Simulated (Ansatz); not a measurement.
Squeezing Cu (sc type)

```xyz
1
Lattice="2.4056 0.0000 0.0000 0.0000 2.4056 0.0000 0.0000 0.0000 2.4056" Properties=species:S:1:pos:R:3 pbc="T T T"
Cu    0.0000    0.0000    0.0000
```

The cell comes from a relaxation on PAW files under the same functional, begun from a prototype that needn't be the stable phase.

Its volume is scaled at fixed shape and fractional positions.

All numbers are PBE results (scalar-relativistic) from Ansatz 0.2.0, with a Γ-centred 16×16×16 k mesh, Fermi–Dirac smearing of 0.05 eV, no spin polarisation. Methods: LAPW: all electrons, basis error target 1 meV/atom; PAW: frozen-core files, cutoff 420 eV; crystal datasets: all electrons, by PAW datasets that the program makes for each cell; norm-conserving: pseudopotentials, cutoff 1252 eV; PAW (cutoff 1000 eV): frozen-core files, cutoff 1000 eV.

Energies are extrapolated to zero smearing and count from the unscaled cell; pressure is positive in compression; gaps take the mesh and a band path. No temperature or zero-point motion is included.

| V/V0 | V (Å³/atom) | P LAPW (GPa) | ΔE LAPW (eV/atom) | P PAW − LAPW (GPa) | ΔE PAW − LAPW (meV/atom) |
| --- | --- | --- | --- | --- | --- |
| 1.00 | 13.92 | 0.05 | 0.000 | -0.03 | 0.0 |
| 0.95 | 13.22 | ? | ? | ? | ? |
| 0.85 | 11.83 | 25.2 | 0.140 | -0.14 | -1.0 |
| 0.75 | 10.44 | 60.7 | 0.497 | -0.23 | -2.6 |
| 0.65 | 9.05 | 128.8 | 1.288 | -0.37 | -5.1 |
| 0.55 | 7.66 | 266.7 | 2.932 | -0.62 | -9.3 |
| 0.45 | 6.26 | 572.5 | 6.392 | -3.59 | -21.4 |
| 0.40 | 5.57 | 865.1 | 9.465 | -13.96 | -54.9 |

(1) Fit the Vinet equation to the LAPW pressures shown (residuals weighted by 1/(|P| + 0.03·Pmax)), and predict the pressure of the withheld row.

(2) From the table, what is the rise of the enthalpy H = E + pV up to the last row, and how stiff is the crystal between the last two rows?

(3) At the smallest volume, how far do crystal datasets and norm-conserving and PAW (cutoff 1000 eV) lie from LAPW in pressure?

(4) How do the Löwdin populations by LAPW change from the unscaled cell to the last row?

Results:

(1) The fit gives V0 = 13.95 Å³/atom, B0 = 95.8 GPa and B0′ = 5.58. At 13.22 Å³/atom, x = (V/V0)^(1/3) = 0.9824, and P = 3·B0·(1 − x)/x²·exp[1.5·(B0′ − 1)·(1 − x)] = 5.91 GPa. The run itself gave 6.06 GPa (-2.4 % off) and ΔE = 0.012 eV/atom.

(2) ΔH = 9.465 eV + (865.1 GPa × 5.57 Å³ − 0.05 GPa × 13.92 Å³) × 0.006242 eV/(GPa·Å³) = 39.53 eV/atom, of which pV makes 76 %. The mean bulk modulus there is −ΔP/Δln V = 2480 GPa.

(3) crystal datasets: 0.00 GPa; norm-conserving: -4.16 GPa; PAW (cutoff 1000 eV): -15.20 GPa, on a LAPW pressure of 865.1 GPa.

(4) Cu 3s 1.99 → 1.95, Cu 4s 1.04 → 1.01, Cu 3d 9.82 → 9.87 electrons an atom. These are projections on the shells that the free atoms fill; 0.15 e a cell lies outside them at the start and 0.18 e at the end.
